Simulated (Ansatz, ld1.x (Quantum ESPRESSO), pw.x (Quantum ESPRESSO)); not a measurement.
# zirconium (Zr): one change to the TM potential, in the atom and in the fcc crystal

```
Element                 : zirconium
Generator               : ld1.x (Quantum ESPRESSO) 7.5
Type                    : norm-conserving Troullier–Martins (Kleinman–Bylander form)
Functional              : PBEsol
Relativity              : scalar-relativistic
Frozen core             : [Kr]
Valence charge          : 4
Reference configuration : 4d2 5s1 5p0 (charge +1)
Partial waves           : 5s (bound): rc 2.30 bohr; 5p (bound, empty): rc 3.75 bohr; 4d (bound): rc 1.70 bohr; 4f channel at 0.3 Ry: rc 3.75 bohr
Local potential         : all-electron potential smoothed inside 2.75 bohr (lloc = -2)
Core correction         : a·sin(br)/r model core inside 1.40 bohr
```

Change: all radii but the core radius scaled by about 0.81 (s 1.86, p 3.04, d 1.38, f 3.04 bohr); local potential all-electron potential smoothed inside 2.24 bohr (lloc = -2).

Cutoffs, loose and tight: the cutoffs (Ry, on a coarse ladder) from which the occupation-weighted sum of valence levels, in a spherical-Bessel basis at the reference potential, stays within 10 and 1 mRy of its value at 400 Ry. They do not see the model core or the augmentation charge, which bear on the density cutoff. Test errors are all-electron minus pseudo excitation energies from the reference, over the configurations 4d2 5s2 5p0; 4d2 5s0 5p0; 4d1 5s0 5p0; 4d2.5 5s1.5 5p0; 4d3 5s1 5p0; 4d3 5s0 5p0; 4d2 5s0 5p1; variants that change the core or the reference have their own tests.

Crystal test: fcc Zr in pw.x 7.5, no spin, 13³ k-points, Fermi–Dirac smearing 0.01 Ry, cutoffs set for each file from its atomic test. The reference is all-electron LAPW (Ansatz 0.2.0) with the same functional, mesh and smearing; V0 and B0 come from Birch–Murnaghan fits to the pressures at five volumes. Errors are pseudo minus all-electron; Δ is the rms difference of the E(V) curves that follow from these fits, minima aligned, over ±6 % about the mean V0. Mesh and smearing are coarse, so the numbers serve the comparison and aren't converged zero-temperature values; the lattice is a test structure that the element need not adopt.

All-electron: a0 = 4.471 Å (V0 = 22.34 Å³/atom), B0 = 94.3 GPa.

**Question.** Does the change bring the crystal closer to the all-electron result?

**Answer.** The mean pressure error goes from -2.49 to +40.29 GPa, so the change moves the solid further from the all-electron pressures.

| quantity | base | changed |
| --- | --- | --- |
| outcome (atom) | generated | generated |
| cutoff, loose (atom) | 30 Ry | 70 Ry |
| cutoff, tight (atom) | 40 Ry | 90 Ry |
| bound ghosts (atom) | none | s |
| largest test error (meV) (atom) | -324 | -391 over the solved tests; 3 of 7 tests not solved or not reliable |
| cutoffs in pw.x (Ry) | 50/200 | 110/440 |
| a0 (Å) | 4.432 | – |
| a0 error (%) | -0.86 | – |
| B0 error (%) | +5.7 | – |
| Δ (meV/atom) | 12.0 | – |
| mean pressure error (GPa) | -2.49 | +40.29 |

A dash: not determined, or the minimum lies outside the volumes sampled.

Base: The largest radius (3.75 bohr) exceeds half the bond length (2.98 bohr), so the spheres overlap, which is one possible source of error among others. This is a poor potential for the solid. The logarithmic derivative shows an extra or strongly shifted pseudo pole above the reference energy (s near 0.51 Ry). Changed file: This is a poor potential for the solid. Note: ghost states, extra bound levels that the all-electron valence spectrum of the same l lacks: s at -182.1 eV, s at -5.5 eV. A true bound ghost makes a file unfit for plane-wave use. Atomic configuration tests: 3 of 7 tests not solved or not reliable. The logarithmic derivative shows an extra or strongly shifted pseudo pole above the reference energy (s near -0.42 Ry). The atomic cutoffs weigh occupied waves only.
